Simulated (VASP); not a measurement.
An input for VASP 6.6.1 (Ba):

The input run.py:

```python
from ase.calculators.vasp import Vasp
from ase.io import read

atoms = read('Ba.cif', primitive_cell=True, subtrans_included=False)
calc = Vasp(
    directory='calc',
    xc='lda',
    pp='LDA',
    setups='gw',
    prec='Accurate',
    encut=680,
    ediff=1e-07,
    ismear=1,
    sigma=0.2,
    lreal=False,
    lasph=True,
    nelm=100,
    algo='Normal',
    isif=3,
    lwave=False,
    lcharg=False,
    ivdw=13,
    ibrion=2,
    nsw=40,
    ediffg=-0.005,
    kpts=[8, 8, 8],
    gamma=True,
)
atoms.calc = calc

print('energy (eV):', atoms.get_potential_energy())
print('free energy (eV):', atoms.get_potential_energy(force_consistent=True))
print('forces (eV/A):')
print(atoms.get_forces())
print('stress (eV/A^3, Voigt):', atoms.get_stress())
print('Fermi level (eV):', calc.get_fermi_level())
print('cell (A, degrees):', atoms.cell.cellpar())
print('volume (A^3):', atoms.get_volume())
print('scaled positions:')
print(atoms.get_scaled_positions())
```

Contents of Ba.cif:

```cif
data_Ba
_cell_length_a 4.94524845
_cell_length_b 4.94524845
_cell_length_c 4.94524845
_cell_angle_alpha 90.00000000
_cell_angle_beta 90.00000000
_cell_angle_gamma 90.00000000
_space_group_name_H-M_alt 'Im-3m'
_space_group_name_Hall '-I 4 2 3'
_space_group_IT_number 229
loop_
_space_group_symop_operation_xyz
'x,y,z'
'-x,-y,-z'
'-y,x,z'
'y,-x,-z'
'-x,-y,z'
'x,y,-z'
'y,-x,z'
'-y,x,-z'
'x,-y,-z'
'-x,y,z'
'-y,-x,-z'
'y,x,z'
'-x,y,-z'
'x,-y,z'
'y,x,-z'
'-y,-x,z'
'z,x,y'
'-z,-x,-y'
'z,-y,x'
'-z,y,-x'
'z,-x,-y'
'-z,x,y'
'z,y,-x'
'-z,-y,x'
'-z,x,-y'
'z,-x,y'
'-z,-y,-x'
'z,y,x'
'-z,-x,y'
'z,x,-y'
'-z,y,x'
'z,-y,-x'
'y,z,x'
'-y,-z,-x'
'x,z,-y'
'-x,-z,y'
'-y,z,-x'
'y,-z,x'
'-x,z,y'
'x,-z,-y'
'-y,-z,x'
'y,z,-x'
'-x,-z,-y'
'x,z,y'
'y,-z,-x'
'-y,z,x'
'x,-z,y'
'-x,z,-y'
'x+1/2,y+1/2,z+1/2'
'-x+1/2,-y+1/2,-z+1/2'
'-y+1/2,x+1/2,z+1/2'
'y+1/2,-x+1/2,-z+1/2'
'-x+1/2,-y+1/2,z+1/2'
'x+1/2,y+1/2,-z+1/2'
'y+1/2,-x+1/2,z+1/2'
'-y+1/2,x+1/2,-z+1/2'
'x+1/2,-y+1/2,-z+1/2'
'-x+1/2,y+1/2,z+1/2'
'-y+1/2,-x+1/2,-z+1/2'
'y+1/2,x+1/2,z+1/2'
'-x+1/2,y+1/2,-z+1/2'
'x+1/2,-y+1/2,z+1/2'
'y+1/2,x+1/2,-z+1/2'
'-y+1/2,-x+1/2,z+1/2'
'z+1/2,x+1/2,y+1/2'
'-z+1/2,-x+1/2,-y+1/2'
'z+1/2,-y+1/2,x+1/2'
'-z+1/2,y+1/2,-x+1/2'
'z+1/2,-x+1/2,-y+1/2'
'-z+1/2,x+1/2,y+1/2'
'z+1/2,y+1/2,-x+1/2'
'-z+1/2,-y+1/2,x+1/2'
'-z+1/2,x+1/2,-y+1/2'
'z+1/2,-x+1/2,y+1/2'
'-z+1/2,-y+1/2,-x+1/2'
'z+1/2,y+1/2,x+1/2'
'-z+1/2,-x+1/2,y+1/2'
'z+1/2,x+1/2,-y+1/2'
'-z+1/2,y+1/2,x+1/2'
'z+1/2,-y+1/2,-x+1/2'
'y+1/2,z+1/2,x+1/2'
'-y+1/2,-z+1/2,-x+1/2'
'x+1/2,z+1/2,-y+1/2'
'-x+1/2,-z+1/2,y+1/2'
'-y+1/2,z+1/2,-x+1/2'
'y+1/2,-z+1/2,x+1/2'
'-x+1/2,z+1/2,y+1/2'
'x+1/2,-z+1/2,-y+1/2'
'-y+1/2,-z+1/2,x+1/2'
'y+1/2,z+1/2,-x+1/2'
'-x+1/2,-z+1/2,-y+1/2'
'x+1/2,z+1/2,y+1/2'
'y+1/2,-z+1/2,-x+1/2'
'-y+1/2,z+1/2,x+1/2'
'x+1/2,-z+1/2,y+1/2'
'-x+1/2,z+1/2,-y+1/2'
loop_
_atom_site_label
_atom_site_type_symbol
_atom_site_symmetry_multiplicity
_atom_site_Wyckoff_symbol
_atom_site_fract_x
_atom_site_fract_y
_atom_site_fract_z
_atom_site_occupancy
Ba1 Ba 2 a 0.0000000000 0.0000000000 0.0000000000 1
```

Potentials or basis: VASP PAW LDA potentials, release 64 (Ba_sv_GW).

Command:

```console
$ python run.py
```

Does this run start?

The run stopped without a result. It printed:

Output:

```text
Traceback (most recent call last):
  ...
ase.calculators.calculator.CalculationFailed: vasp in <dir> returned an error: 1 stderr is in vasp.out
```

OUTCAR:

```text
ENCUT = 680.000000
   EDIFF = 1.00e-07
   EDIFFG = -5.00e-03
   PREC = Accurate
   IBRION = 2
   ISIF = 3
   ISMEAR = 1
   NELM = 100
   NSW = 40
   IVDW = 13
   LASPH = .TRUE.
   LREAL = .FALSE.
```

Among its messages:

```text
The xc functional is not supported. VDW_S6, VDW_S8, VDW_A1 and VDW_A2 have to be defined in INCAR. ---->  I REFUSE TO CONTINUE WITH THIS SICK JOB ... BYE!!! <----
```
